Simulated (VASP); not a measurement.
Input of a VASP 6.6.1 run:

Contents of INCAR:

```
PREC = Accurate
ENCUT = 520
EDIFF = 1E-6
ISMEAR = -1
SIGMA = 0.05
LREAL = False
LASPH = True
NELM = 60
ALGO = Normal
ISIF = 2
LWAVE = False
LCHARG = True
MAGMOM = 0 0 0 0 0 0 0 0 0 0 0 0 0 0 0 0 0 0 0 0 0 0 0 0 0 0 0
LORBIT = 11
LSORBIT = True
GGA_COMPAT = False
LMAXMIX = 4
GGA = PE
LVHAR = True
LVACPOTAV = True
```

Contents of KPOINTS:

```
Automatic mesh
0
Gamma
  10 10 1
```

The input POSCAR:

```
Te2Mo
1.0
    3.5200000000      0.0000000000      0.0000000000
   -1.7600000000      3.0484094213      0.0000000000
    0.0000000000      0.0000000000     35.5900000000
Te Mo
6 3
Direct
    0.6666666667      0.3333333333      0.2528800225
    0.6666666667      0.3333333333      0.3545939871
    0.3333333333      0.6666666667      0.4491430177
    0.3333333333      0.6666666667      0.5508569823
    0.6666666667      0.3333333333      0.6454060129
    0.6666666667      0.3333333333      0.7471199775
    0.3333333333      0.6666666667      0.3037370048
    0.6666666667      0.3333333333      0.5000000000
    0.3333333333      0.6666666667      0.6962629952
```

Potentials or basis: VASP PAW PBE potentials, release 64 (Te, Mo_sv).

The run is started by

```sh
$ cat potpaw_PBE.64/Te/POTCAR potpaw_PBE.64/Mo_sv/POTCAR > POTCAR
$ mpirun -np 1 vasp_ncl > vasp.out
```

Predict the net moment.

0.00 μB per cell.

What does it give for the largest force?

0.173 eV/Å.

Forces on the atoms (eV/Å):
```
Te   0.000  0.000 -0.173
Te   0.000  0.000  0.098
Te   0.000  0.000 -0.091
Te   0.000  0.000  0.091
Te   0.000  0.000 -0.098
Te   0.000  0.000  0.173
Mo   0.000  0.000 -0.060
Mo   0.000  0.000  0.000
Mo   0.000  0.000  0.060
```
